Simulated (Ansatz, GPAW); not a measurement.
# Ballistic transport through a Rh chain with two B atoms in line, from relaxation to T(E), part 3 of 4

How well does a Rh chain with two B atoms in line conduct once its atoms have relaxed, and how much do cheaper levels lose?

GPAW 26.7.0 and Ansatz 0.2.0; Ansatz plane waves; relaxation of the junction with the lead ends held (the session's first sound run).

So far, transmission at the Fermi level (one spin): step 3 (plane waves, PBE) 0.999. Also open channels of the lead at the Fermi level (one spin): step 3 4.

### 4. GPAW, dzp

Localised orbitals split the wire into layers that couple to their neighbours alone, which is what the Green's function method needs; double zeta with polarisation is the usual level for numbers.

This step: GPAW LCAO, PAW setups; Landauer transmission from Green's functions with principal layers (ASE), zero bias (GPAW 26.7.0).

run.py

```python
import json
import numpy as np
from ase import Atoms
from ase.transport.calculators import TransportCalculator
from gpaw import GPAW, FermiDirac
from gpaw.lcao.tools import get_lcao_hamiltonian
from scipy.linalg import eigh

# The junction with lead layers at both ends, along the third cell vector
device = Atoms(
    ['Rh', 'Rh', 'Rh', 'Rh', 'Rh', 'Rh', 'Rh', 'Rh', 'B', 'B', 'Rh', 'Rh', 'Rh', 'Rh', 'Rh', 'Rh', 'Rh', 'Rh'],
    positions=[
        [4.50000, 4.50000, 1.15000],
        [4.50000, 4.50000, 3.45000],
        [4.50000, 4.50000, 5.75000],
        [4.50000, 4.50000, 8.05000],
        [4.50000, 4.50000, 10.35000],
        [4.50000, 4.50000, 12.65000],
        [4.40300, 4.22839, 14.92910],
        [4.76172, 5.22593, 17.37697],
        [4.53963, 4.61442, 19.06683],
        [4.45865, 4.38777, 20.81495],
        [4.23783, 3.76876, 22.50325],
        [4.60696, 4.77895, 24.92849],
        [4.50000, 4.50000, 27.20680],
        [4.50000, 4.50000, 29.50680],
        [4.50000, 4.50000, 31.80680],
        [4.50000, 4.50000, 34.10680],
        [4.50000, 4.50000, 36.40680],
        [4.50000, 4.50000, 38.70680]],
    cell=[[9.0, 0.0, 0.0], [0.0, 9.0, 0.0], [0.0, 0.0, 39.8568]],
    pbc=True)

# One principal layer of the lead: the first 5 atoms of the device
lead = Atoms(
    ['Rh', 'Rh', 'Rh', 'Rh', 'Rh'],
    positions=[
        [4.50000, 4.50000, 1.15000],
        [4.50000, 4.50000, 3.45000],
        [4.50000, 4.50000, 5.75000],
        [4.50000, 4.50000, 8.05000],
        [4.50000, 4.50000, 10.35000]],
    cell=[[9.0, 0.0, 0.0], [0.0, 9.0, 0.0], [0.0, 0.0, 11.5]],
    pbc=True)

settings = dict(mode='lcao', basis='dzp', xc='PBE', h=0.2,
                occupations=FermiDirac(0.1), maxiter=250,
                mixer=dict(beta=0.1, nmaxold=8, weight=100.0),
                convergence=dict(density=0.0001))
energies = np.arange(-2, 2 + 1e-9, 0.025)
eta = 0.0001
n1, n2 = 1, 1
# k and -k transmit alike, so half of the mesh across the current serves
mesh = [(i, j) for i in range(n1) for j in range(n2) if (i, j) <= (-i % n1, -j % n2)]
weights = np.array([1 if (i, j) == (-i % n1, -j % n2) else 2 for i, j in mesh]) / (n1 * n2)

# [... helper functions left out ...]
fermi_lead = ground_state(lead, (1, 1, 10), 'lead.txt')
fermi_device = ground_state(device, (1, 1, 2), 'device.txt')
# [... loop over the mesh left out, but for ...]
        # Shift the lead onto the potential of the device's first layer
        shift = ((H[:, 0, 0] - H0[:, 0, 0]) / S0[0, 0]).real.mean()
# [...]
kT = 8.617333e-5 * 300
bias = [0.1, 0.2, 0.5, 1.0, 1.5, 2.0]
# [... integrals and printing left out ...]
```

On the command line:

```
$ OMP_NUM_THREADS=1 OPENBLAS_NUM_THREADS=1 python run.py
```

Numbers of over 12 decimals in the logs are rounded to 6 here.

Output:

```text
basis functions: device 458, principal layer 135
Fermi level: lead -3.7264 eV, device -3.6910 eV; lead shifted by 0.0018 eV
largest coupling past the next layer 2.07e-04 eV, largest misfit of the first layer 0.133 eV
  E-E_F (eV)   T (one spin)  [channel counts left out]
    -2.000    1.1991e+00
    -1.975    1.3771e+00
    -1.950    1.3756e+00
    -1.925    1.1413e+00
    -1.900    8.7222e-01
    -1.875    6.7562e-01
    -1.850    5.4609e-01
    -1.825    4.5956e-01
    -1.800    3.9908e-01
    -1.775    3.5474e-01
    -1.750    3.2087e-01
    -1.725    2.9413e-01
    -1.700    2.7246e-01
    -1.675    2.5456e-01
    -1.650    2.3954e-01
    -1.625    2.2681e-01
[...]
1.825    2.1197e-01
     1.850    2.1342e-01
     1.875    2.1490e-01
     1.900    2.1642e-01
     1.925    2.1798e-01
     1.950    2.1961e-01
     1.975    2.2132e-01
     2.000    2.2312e-01
conductance at 300 K: 1.0219 G0 a cell; thermopower 3.875 uV/K
current from the zero-bias T(E) at 0.1 V: 7.9492 uA
current from the zero-bias T(E) at 0.2 V: 16.032 uA
current from the zero-bias T(E) at 0.5 V: 40.451 uA
current from the zero-bias T(E) at 1.0 V: 77.082 uA
current from the zero-bias T(E) at 1.5 V: 102.09 uA
current from the zero-bias T(E) at 2.0 V: 126.25 uA
```

Wall time 5.7 min (1 thread of Intel Xeon 6975P-C (Granite Rapids), shared host); peak memory 1.6 GiB.

This step gave:

| Quantity | Value |
| --- | --- |
| conductance | 1.022 G₀ |
| largest coupling past the next principal layer | 2.07e-4 eV |
| largest misfit of the first principal layer | 0.1334 eV |
| shift that aligns the lead | 0.001789 eV |
| basis functions of the junction | 458 |
| basis functions of a principal layer | 135 |
| transmission at the Fermi level (one spin) | 1.009 |

One spin. The transmission, zone mean by energy, zero at the Fermi level:

```csv
energy (eV),"transmission, zone mean"
-2.000,1.20
-1.975,1.38
-1.900,0.872
-1.800,0.399
-1.700,0.272
-1.600,0.216
-1.500,0.186
-1.400,0.170
-1.300,0.167
-1.200,0.182
-1.100,0.236
-1.000,0.235
-0.900,0.251
-0.800,0.279
-0.700,0.294
-0.600,0.328
-0.500,0.589
-0.400,1.02
-0.300,1.08
-0.200,1.13
-0.150,1.15
-0.100,1.12
0.000,1.01
0.100,0.995
0.200,0.971
0.300,0.947
0.400,0.928
0.500,0.917
0.600,0.916
0.700,0.927
0.800,0.956
0.900,1.01
0.975,1.04
1.000,1.04
1.100,0.197
1.200,0.0370
1.300,0.120
1.400,0.161
1.500,0.184
1.600,0.196
1.700,0.204
1.800,0.211
1.900,0.216
2.000,0.223
```

Not self-consistent under bias; the bias window is split evenly. Current through one cell, from the zero-bias transmission against bias:

```csv
bias (V),"current through one cell, from the zero-bias transmission (μA)"
0.100,7.95
0.200,16.0
0.500,40.5
1.000,77.1
1.500,102
2.000,126
```

Transmission of the three most open eigenchannels against energy, zero at the Fermi level:

```csv
energy (eV),channel 1,channel 2,channel 3
-2.000,0.734,0.463,0.00191
-1.900,0.523,0.347,0.00236
-1.800,0.266,0.130,0.00296
-1.700,0.213,0.0561,0.00380
-1.600,0.177,0.0335,0.00499
-1.500,0.155,0.0245,0.00673
-1.400,0.140,0.0208,0.00940
-1.300,0.133,0.0202,0.0138
-1.200,0.134,0.0248,0.0225
-1.100,0.129,0.0670,0.0402
-1.000,0.137,0.0685,0.0300
-0.900,0.131,0.0863,0.0339
-0.800,0.170,0.0698,0.0397
-0.700,0.218,0.0428,0.0325
-0.600,0.297,0.0198,0.0100
-0.500,0.567,0.0170,0.00233
-0.400,0.971,0.0404,0.00338
-0.300,0.994,0.0698,0.0144
-0.200,0.956,0.0965,0.0817
-0.100,0.932,0.123,0.0685
0.000,0.965,0.0263,0.0184
0.100,0.959,0.0219,0.0139
0.200,0.938,0.0188,0.0144
0.300,0.915,0.0162,0.0157
0.400,0.896,0.0179,0.0140
0.500,0.884,0.0209,0.0121
0.600,0.881,0.0251,0.0106
0.700,0.887,0.0309,0.00921
0.800,0.910,0.0385,0.00730
0.900,0.960,0.0456,0.00214
1.000,0.995,0.0420,0.00106
1.100,0.197,5.7e-8,1.3e-8
1.200,0.0370,4.5e-8,5.7e-9
1.300,0.120,4.9e-8,1.1e-11
1.400,0.161,5.0e-8,0
1.500,0.184,5.0e-8,0
1.600,0.196,5.0e-8,0
1.700,0.204,5.0e-8,0
1.800,0.211,5.0e-8,0
1.900,0.216,5.0e-8,0
2.000,0.223,5.0e-8,0
```

At the Fermi level T is 1.01 against 0.999 in plane waves. Couplings past the next layer reach 2.1e-4 eV, small enough to drop; the matrix elements of the cell's first layer differ from the bulk lead's by up to 0.13 eV. That layer keeps its own values in the calculation, and only beyond it is the lead taken as perfect. The Fermi levels of lead and junction count from different zeros of potential, one for each periodic cell; with both set to zero, the small remaining shift is what aligns them. By hand: G = 1.022 × 77.48 μS = 79.2 μS, a resistance of 12.6 kΩ; at 0.1 V a linear junction would pass 7.92 μA, and the integral over the bias window gives 7.95 μA.

### 5. GPAW, szp: basis = "szp(dzp)"

One radial function a shell plus polarisation makes the matrices smaller; the question is what that costs.

run.py: that of step 4 with these lines changed.

```diff
@@ -45,3 +45,3 @@
 
-settings = dict(mode='lcao', basis='dzp', xc='PBE', h=0.2,
+settings = dict(mode='lcao', basis='szp(dzp)', xc='PBE', h=0.2,
                 occupations=FermiDirac(0.1), maxiter=250,
```

Output:

```text
basis functions: device 258, principal layer 75
Fermi level: lead -3.6290 eV, device -3.6352 eV; lead shifted by 0.0009 eV
largest coupling past the next layer 2.08e-04 eV, largest misfit of the first layer 0.139 eV
  E-E_F (eV)   T (one spin)  [channel counts left out]
    -2.000    9.9086e-01
    -1.975    7.3003e-01
    -1.950    5.5993e-01
[...]
1.975    2.1605e-01
     2.000    2.1746e-01
conductance at 300 K: 1.0559 G0 a cell; thermopower 5.552 uV/K
current from the zero-bias T(E) at 0.1 V: 8.2261 uA
current from the zero-bias T(E) at 0.2 V: 16.627 uA
current from the zero-bias T(E) at 0.5 V: 41.916 uA
current from the zero-bias T(E) at 1.0 V: 79.201 uA
current from the zero-bias T(E) at 1.5 V: 105.1 uA
current from the zero-bias T(E) at 2.0 V: 128.66 uA
```

Wall time 3.8 min (1 thread); peak memory 1.5 GiB.

This step gave:

```yaml
conductance: 1.056 G₀
largest_coupling_past_the_next_principal_layer: 2.08e-4 eV
largest_misfit_of_the_first_principal_layer: 0.1389 eV
shift_that_aligns_the_lead: 8.54e-4 eV
basis_functions_of_the_junction: 258
basis_functions_of_a_principal_layer: 75
transmission_at_the_fermi_level_one_spin: 1.036
```

One spin. Table of transmission, zone mean by energy, zero at the Fermi level:

```csv
energy (eV),"transmission, zone mean"
-2.000,0.991
-1.900,0.382
-1.800,0.246
-1.700,0.189
-1.600,0.159
-1.500,0.143
-1.400,0.137
-1.300,0.138
-1.200,0.151
-1.100,0.217
-1.000,0.215
-0.900,0.247
-0.800,0.284
-0.700,0.304
-0.600,0.333
-0.500,0.583
-0.400,1.04
-0.300,1.07
-0.200,1.19
-0.150,1.21
-0.100,1.19
0.000,1.04
0.100,1.02
0.200,0.994
0.300,0.970
0.400,0.952
0.500,0.944
0.600,0.950
0.700,0.978
0.800,1.03
0.900,1.07
1.000,0.576
1.100,0.0354
1.200,0.130
1.300,0.172
1.400,0.190
1.500,0.199
1.600,0.204
1.700,0.206
1.800,0.209
1.900,0.213
2.000,0.217
```

The conductance, 1.06 G₀, lies 3.3 % above that of the dzp run.

### 6. GPAW, sz: basis = "sz(dzp)"

The minimal basis is the cheapest rung: no second zeta and no polarisation.

run.py: that of step 5 with these lines changed.

```diff
@@ -45,3 +45,3 @@
 
-settings = dict(mode='lcao', basis='szp(dzp)', xc='PBE', h=0.2,
+settings = dict(mode='lcao', basis='sz(dzp)', xc='PBE', h=0.2,
                 occupations=FermiDirac(0.1), maxiter=250,
```

Output:

```text
basis functions: device 200, principal layer 60
Fermi level: lead -3.6415 eV, device -3.6511 eV; lead shifted by 0.0012 eV
largest coupling past the next layer 2.07e-04 eV, largest misfit of the first layer 0.072 eV
  E-E_F (eV)   T (one spin)  channels
    -2.000    8.2008e-01    1.0000
    -1.975    6.3115e-01    1.0000
    -1.950    5.0919e-01    3.0000
[...]
1.975    2.1826e-01    1.0000
     2.000    2.2046e-01    1.0000
conductance at 300 K: 1.0522 G0 a cell; thermopower 5.774 uV/K
current from the zero-bias T(E) at 0.1 V: 8.1993 uA
current from the zero-bias T(E) at 0.2 V: 16.574 uA
current from the zero-bias T(E) at 0.5 V: 41.757 uA
current from the zero-bias T(E) at 1.0 V: 78.933 uA
current from the zero-bias T(E) at 1.5 V: 105.03 uA
current from the zero-bias T(E) at 2.0 V: 129.59 uA
```

The job ended after 3.3 min (1 thread; peak memory 1.4 GiB).

Numbers from this step:

```
conductance                                    : 1.052 G₀
largest coupling past the next principal layer : 2.07e-4 eV
largest misfit of the first principal layer    : 0.07185 eV
shift that aligns the lead                     : 0.001237 eV
basis functions of the junction                : 200
basis functions of a principal layer           : 60
transmission at the Fermi level (one spin)     : 1.031
```

The conductance, 1.05 G₀, lies 3.0 % above that of the dzp run.

### 7. revPBE in the dzp basis: xc = "revPBE"

Back in the dzp basis, the functional changes from PBE to revPBE, to set the spread between functionals beside that between bases.

run.py: that of step 6 with these lines changed.

```diff
@@ -45,3 +45,3 @@
 
-settings = dict(mode='lcao', basis='sz(dzp)', xc='PBE', h=0.2,
+settings = dict(mode='lcao', basis='dzp', xc='revPBE', h=0.2,
                 occupations=FermiDirac(0.1), maxiter=250,
```

Output:

```text
basis functions: device 458, principal layer 135
Fermi level: lead -3.6078 eV, device -3.5734 eV; lead shifted by 0.0013 eV
largest coupling past the next layer 2.04e-04 eV, largest misfit of the first layer 0.136 eV
  E-E_F (eV)   T (one spin)  [channel counts left out]
    -2.000    1.2547e+00
    -1.975    1.4032e+00
    -1.950    1.3159e+00
[...]
1.975    2.2215e-01
     2.000    2.2380e-01
conductance at 300 K: 1.0288 G0 a cell; thermopower 3.596 uV/K
current from the zero-bias T(E) at 0.1 V: 8.0006 uA
current from the zero-bias T(E) at 0.2 V: 16.135 uA
current from the zero-bias T(E) at 0.5 V: 40.743 uA
current from the zero-bias T(E) at 1.0 V: 77.696 uA
current from the zero-bias T(E) at 1.5 V: 102.78 uA
current from the zero-bias T(E) at 2.0 V: 127.04 uA
```

The job ended after 6 min (1 thread; peak memory 1.6 GiB).

This step gave:

| Property | Result |
| --- | --- |
| conductance | 1.029 G₀ |
| largest coupling past the next principal layer | 2.04e-4 eV |
| largest misfit of the first principal layer | 0.1363 eV |
| shift that aligns the lead | 0.001277 eV |
| basis functions of the junction | 458 |
| basis functions of a principal layer | 135 |
| transmission at the Fermi level (one spin) | 1.020 |

The conductance, 1.03 G₀, lies 0.7 % above that of the dzp run.

### 8. The structure as built: geometry = "as built"

The dzp basis with PBE on the structure as first built shows what the relaxation was worth.

run.py: that of step 7 with these lines changed.

```diff
@@ -18,8 +18,8 @@
         [4.50000, 4.50000, 12.65000],
-        [4.40300, 4.22839, 14.92910],
-        [4.76172, 5.22593, 17.37697],
-        [4.53963, 4.61442, 19.06683],
-        [4.45865, 4.38777, 20.81495],
-        [4.23783, 3.76876, 22.50325],
-        [4.60696, 4.77895, 24.92849],
+        [4.50000, 4.50000, 14.95000],
+        [4.50000, 4.50000, 17.25000],
+        [4.50000, 4.50000, 19.15340],
+        [4.50000, 4.50000, 20.70340],
+        [4.50000, 4.50000, 22.60680],
+        [4.50000, 4.50000, 24.90680],
         [4.50000, 4.50000, 27.20680],
@@ -45,3 +45,3 @@
 
-settings = dict(mode='lcao', basis='dzp', xc='revPBE', h=0.2,
+settings = dict(mode='lcao', basis='dzp', xc='PBE', h=0.2,
                 occupations=FermiDirac(0.1), maxiter=250,
```

Output:

```text
basis functions: device 458, principal layer 135
Fermi level: lead -3.7264 eV, device -3.7775 eV; lead shifted by -0.0020 eV
largest coupling past the next layer 2.07e-04 eV, largest misfit of the first layer 0.198 eV
  E-E_F (eV)   T (one spin)  [channel counts left out]
    -2.000    6.5170e-01
    -1.975    6.6461e-01
    -1.950    6.7782e-01
[...]
1.975    1.3192e-01
     2.000    1.2936e-01
conductance at 300 K: 1.8606 G0 a cell; thermopower -0.5885 uV/K
current from the zero-bias T(E) at 0.1 V: 14.403 uA
current from the zero-bias T(E) at 0.2 V: 28.728 uA
current from the zero-bias T(E) at 0.5 V: 70.556 uA
current from the zero-bias T(E) at 1.0 V: 134.51 uA
current from the zero-bias T(E) at 1.5 V: 192.92 uA
current from the zero-bias T(E) at 2.0 V: 244.88 uA
```

Run time: 4.4 min. Hardware: 1 thread; peak memory 1.6 GiB.

Numbers from this step:

| Item | Value |
| --- | --- |
| conductance | 1.861 G₀ |
| largest coupling past the next principal layer | 2.07e-4 eV |
| largest misfit of the first principal layer | 0.1975 eV |
| shift that aligns the lead | -0.001953 eV |
| transmission at the Fermi level (one spin) | 1.865 |

One spin. The transmission, zone mean by energy, zero at the Fermi level:

energy (eV), transmission, zone mean and a bar:
```
   -2.000       0.65 #########
   -1.800       0.76 ###########
   -1.600       0.83 ############
   -1.400       0.89 #############
   -1.200       0.97 ##############
   -1.000       1.12 #################
   -0.800       1.34 #####################
   -0.600       1.43 ######################
   -0.400       1.58 #########################
   -0.200       1.76 ############################
    0.000       1.87 ##############################
    0.025       1.87 ##############################
    0.200       1.82 #############################
    0.400       1.68 ###########################
    0.600       1.60 #########################
    0.800       1.54 ########################
    1.000       1.02 ###############
    1.200       0.37 ####
    1.400       0.26 ##
    1.600       0.19 #
    1.800       0.15 
    2.000       0.13
```

The conductance, 1.86 G₀, lies 82 % above that of the dzp run.

### 9. The ladder

Times are wall times on the hardware named with each run. The series side by side:

```csv
no.,run,conductance (G₀),time,memory (GiB)
1,pw PBE,0.9980,2 min,4.9
2,dzp,1.022,5.7 min,1.6
3,szp,1.056,3.8 min,1.5
4,sz,1.052,3.3 min,1.4
5,dzp revPBE,1.029,6 min,1.6
6,asbuilt,1.861,4.4 min,1.6
```

### 10. The levels side by side

The curves are compared point by point over the common energies.

This step: comparison of transmission and cost over codes, levels and geometry (GPAW 26.7.0).

Ladder, by row:

```csv
step,code,T at the Fermi level (sum over the listed spins),conductance (G0),r.m.s. T(E) from the first,wall time (s),peak memory (GiB),threads
pw-pbe,Ansatz,0.9994,0.998,0,119.3,4.929,4
dzp,GPAW,1.009,1.022,0.1508,344.3,1.56,1
szp,GPAW,1.036,1.056,0.245,225.8,1.48,1
sz,GPAW,1.031,1.052,0.2383,198.7,1.42,1
dzp-revPBE,GPAW,1.02,1.029,0.1575,358.6,1.56,1
asbuilt,GPAW,1.865,1.861,0.6645,266.9,1.57,1
```

(Part 3 of 4 ends here.)

[Logs are printed without paths, hosts, clocks, repeated set-up lines and the standing remarks that a program may print on its own settings, such as how far it seeks lower states.]

[Hosts, paths, dates, database ids (printed as entryN), source tags and the programs' standing remarks are cut or masked in the printed files.]
